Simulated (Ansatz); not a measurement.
# Ag(111) / 3 layers Cd(0001) / Ag(111): resistance against film thickness, part 2 of 2

How does the resistance across the layers grow with the film in Ag(111) / 3 layers Cd(0001) / Ag(111)?

Ansatz 0.2.0; Ansatz plane-wave DFT, PBE, PAW files; ballistic transport by layer matching (Landauer), zero bias; PAW set soft_1 (the session's first sound run).

So far. Step 5 (With 8 layers, film layers 8): The conductance of the junction is 3.4e14 S/m², 4.4 % over the 3.3e14 S/m² of the last finished run, within the error estimates, leads' steps apart, of 6.7 and 12 %.

## 6. With 10 layers, film layers 10

The stack now holds 10 film layers; the k-mesh follows the cell, and the energies span -0.27 to 0.27 eV.

System of this step: Ag(111) / 10 layers Cd(0001) / Ag(111). The cell holds 20 atoms: 10 Ag and 10 Cd. Cell: a = 2.889 Å, b = 2.889 Å, c = 53.447 Å, α = 90.0°, β = 90.0°, γ = 120.0°. It derives from Ag and Cd. Regions: lead, 10 atoms (10 Ag); films, 10 atoms (10 Cd). The structure is stacked along c, and the current runs across the ab planes.

input.yaml reads:

```yaml
crystal:
  lattice:
    - [2.8893797293, 0.0, 0.0]
    - [-1.4446898646, 2.5022762467, 0.0]
    - [0.0, 0.0, 53.4467873794]
  atoms:
    - { symbol: Ag, position: [0.0, 0.0, 0.022070257] }
    - { symbol: Ag, position: [0.3333333333, 0.6666666667, 0.0662107711] }
    - { symbol: Ag, position: [0.6666666667, 0.3333333333, 0.1103512852] }
    - { symbol: Ag, position: [0.0, 0.0, 0.1544917992] }
    - { symbol: Cd, position: [0.3333333333, 0.6666666667, 0.2044917992] }
    - { symbol: Cd, position: [0.6666666667, 0.3333333333, 0.2603512852] }
    - { symbol: Cd, position: [0.3333333333, 0.6666666667, 0.3162107711] }
    - { symbol: Cd, position: [0.6666666667, 0.3333333333, 0.372070257] }
    - { symbol: Cd, position: [0.3333333333, 0.6666666667, 0.427929743] }
    - { symbol: Cd, position: [0.6666666667, 0.3333333333, 0.4837892289] }
    - { symbol: Cd, position: [0.3333333333, 0.6666666667, 0.5396487148] }
    - { symbol: Cd, position: [0.6666666667, 0.3333333333, 0.5955082008] }
    - { symbol: Cd, position: [0.3333333333, 0.6666666667, 0.6513676867] }
    - { symbol: Cd, position: [0.6666666667, 0.3333333333, 0.7072271727] }
    - { symbol: Ag, position: [0.0, 0.0, 0.7572271727] }
    - { symbol: Ag, position: [0.3333333333, 0.6666666667, 0.8013676867] }
    - { symbol: Ag, position: [0.6666666667, 0.3333333333, 0.8455082008] }
    - { symbol: Ag, position: [0.0, 0.0, 0.8896487148] }
    - { symbol: Ag, position: [0.3333333333, 0.6666666667, 0.9337892289] }
    - { symbol: Ag, position: [0.6666666667, 0.3333333333, 0.977929743] }
kpoints:
  mp_grid: { grid: [15, 15, 1] }
hamiltonian:
  xc: pbe
  pseudopotentials: { kind: paw, azcp: { folder: soft_1 } }
scf:
  occupations: { method: fermi_dirac, width: 0.1 }
output:
  transmission:
    leads: [[0, 1]]
    kmesh: [28, 28]
    e_range: [-0.27, 0.27]
    de: 0.036
  write_potential: true
  write_density: true
  volumetric_format: npy
```

The run is started by

```sh
ansatz run input.yaml --threads 4 --pin off --max-ram 8192MiB --backend cpu --events-out ev --progress --plain --runs-dir out
```

The job ended after 1.9 min (4 threads of Arm Neoverse V1, shared host; peak memory 2.7 GiB).

Numbers from this step:

```yaml
free_energy: -158450.9963 eV
energy_at_zero_smearing: -158450.9114 eV
fermi_energy: 15.81 eV
step_of_the_lead_s_potential: 8.2 meV
estimated_errors_of_the_lead_s_conductance: 0, 3.5, 0.1 % (band edges, k-mesh, distance from neutral)
lead_conductance_per_cell: 0.7879 G₀
conductance_of_the_junction: 3.18e14 S/m²
junction_conductance_per_cell: 0.2972 G₀
estimated_errors_of_the_junction_s_conductance: 0.1, 0, 8, 1.9, 1.8 % (energy step, band edges, k-mesh, leads' steps, distance from neutral)
area_resistance_that_the_stack_adds_contact_term_taken_off_spin_by_spin: 1.956 fΩ m²
```

Per spin. Transmission, zone mean against energy, zero at the Fermi level:

```tsv
energy (eV)	transmission, zone mean
-0.270	0.300
-0.234	0.287
-0.198	0.280
-0.162	0.279
-0.126	0.284
-0.090	0.296
-0.054	0.288
-0.018	0.291
0.018	0.299
0.054	0.308
0.090	0.320
0.126	0.336
0.162	0.354
0.198	0.360
0.234	0.349
0.270	0.343
```

The conductance of the junction is 3.2e14 S/m², 7.6 % under the 3.4e14 S/m² of the last finished run, within the error estimates, leads' steps apart, of 12 and 8 %.

## 7. Cost and result by level

Times are for 4 threads of Arm Neoverse V1, shared host. The runs compared:

```tsv
no.	film layers	area resistance that the stack adds (contact term taken off, spin by spin) (fΩ m²)	conductance of the junction (S/m²)	time	memory (GiB)
1	3	0.9032	4.79e14	1.9 min	1.1
2	5	1.776	3.38e14	82 s	1.4
3	6	1.843	3.30e14	77 s	1.9
4	8	1.716	3.45e14	90 s	2.3
5	10	1.956	3.18e14	1.9 min	2.7
```

## 8. With 5 layers

The run is repeated with changed settings as a check of sensitivity.

This step: Ansatz plane-wave DFT, PBE, PAW files; ballistic transport by layer matching (Landauer), zero bias; changed: scf.initial_density.chi_scale = 0.3, basis.ecutwfc = "500 eV", scf.occupations.width = null, scf.occupations.method = "tetrahedron_uncorrected"; PAW set soft_1 (Ansatz 0.2.0).

System of this step: Ag(111) / 5 layers Cd(0001) / Ag(111). The cell holds 13 atoms: 8 Ag and 5 Cd. Its edges and angles: a = 2.889 Å, b = 2.889 Å, c = 33.801 Å, α = 90.0°, β = 90.0°, γ = 120.0°. It derives from Ag and Cd. Regions: lead, 8 atoms (8 Ag); films, 5 atoms (5 Cd). The structure is stacked along c, and the current runs across the ab planes.

input.yaml, the sections that differ from step 6:

```yaml
crystal:
  lattice:
    - [2.8893797293, 0.0, 0.0]
    - [-1.4446898646, 2.5022762467, 0.0]
    - [0.0, 0.0, 33.8008996996]
  atoms:
    - { symbol: Ag, position: [0.0, 0.0, 0.0348980159] }
    - { symbol: Ag, position: [0.3333333333, 0.6666666667, 0.1046940477] }
    - { symbol: Ag, position: [0.6666666667, 0.3333333333, 0.1744900795] }
    - { symbol: Ag, position: [0.0, 0.0, 0.2442861113] }
    - { symbol: Cd, position: [0.3333333333, 0.6666666667, 0.3233473017] }
    - { symbol: Cd, position: [0.6666666667, 0.3333333333, 0.4116736509] }
    - { symbol: Cd, position: [0.3333333333, 0.6666666667, 0.5] }
    - { symbol: Cd, position: [0.6666666667, 0.3333333333, 0.5883263491] }
    - { symbol: Cd, position: [0.3333333333, 0.6666666667, 0.6766526983] }
    - { symbol: Ag, position: [0.6666666667, 0.3333333333, 0.7557138887] }
    - { symbol: Ag, position: [0.0, 0.0, 0.8255099205] }
    - { symbol: Ag, position: [0.3333333333, 0.6666666667, 0.8953059523] }
    - { symbol: Ag, position: [0.6666666667, 0.3333333333, 0.9651019841] }
scf:
  occupations: { method: tetrahedron_uncorrected }
  initial_density: { chi_scale: 0.3 }
basis:
  ecutwfc: "500 eV"
# kpoints, hamiltonian, output: as in step 6
```

Elapsed: 4.8 min, on 4 threads; peak memory 1.7 GiB.

Numbers from this step:

```yaml
free_energy: -101997.0094 eV
fermi_energy: 16.10 eV
step_of_the_lead_s_potential: 1 meV
estimated_errors_of_the_lead_s_conductance: 0, 3.9, 0.1 % (band edges, k-mesh, distance from neutral)
lead_conductance_per_cell: 0.7876 G₀
conductance_of_the_junction: 3.39e14 S/m²
junction_conductance_per_cell: 0.3163 G₀
estimated_errors_of_the_junction_s_conductance: 0, 0, 3.9, 0.1, 0.1 % (energy step, band edges, k-mesh, leads' steps, distance from neutral)
area_resistance_that_the_stack_adds_contact_term_taken_off_spin_by_spin: 1.765 fΩ m²
```

Per spin. Transmission, zone mean against energy, zero at the Fermi level:

```tsv
energy (eV)	transmission, zone mean
-0.270	0.342
-0.234	0.336
-0.198	0.331
-0.162	0.326
-0.126	0.323
-0.090	0.320
-0.054	0.318
-0.018	0.317
0.018	0.315
0.054	0.314
0.090	0.314
0.126	0.315
0.162	0.323
0.198	0.347
0.234	0.353
0.270	0.354
```

With the changed settings the conductance of the junction moves by 0.41 % from the earlier run's 3.4e14 S/m².

## 9. Outcome

```yaml
area_resistance_3_layers: 0.903 fΩ m²
area_resistance_5_layers: 1.78 fΩ m²
area_resistance_6_layers: 1.84 fΩ m²
area_resistance_8_layers: 1.72 fΩ m²
area_resistance_10_layers: 1.96 fΩ m²
```

What this shows: The stack adds 0.90 fΩ m² with 3 layers and 2.0 fΩ m² with 10. From 5 layers on no step exceeds the two runs' error estimates together, as expected where only the two interfaces scatter; half the mean, 0.91 fΩ m², is a rough coherent figure for one interface. With an hcp and an fcc partner, odd and even counts of layers end in unlike stacking at the second interface, which mixes with the effect of thickness. Atoms sit on ideal sites and aren't relaxed. The program's error estimates for the conductances, leads' steps apart, run from 3.3 to 12 %. Cd(0001) is compressed by 3.0 % in plane to fit Ag(111), at its own atomic volume.

[Logs are printed without paths, hosts, clocks, repeated set-up lines and the standing remarks that a program may print on its own settings, such as how far it seeks lower states.]

[Hosts, paths, dates, database ids (printed as entryN), source tags and the programs' standing remarks are cut or masked in the printed files.]
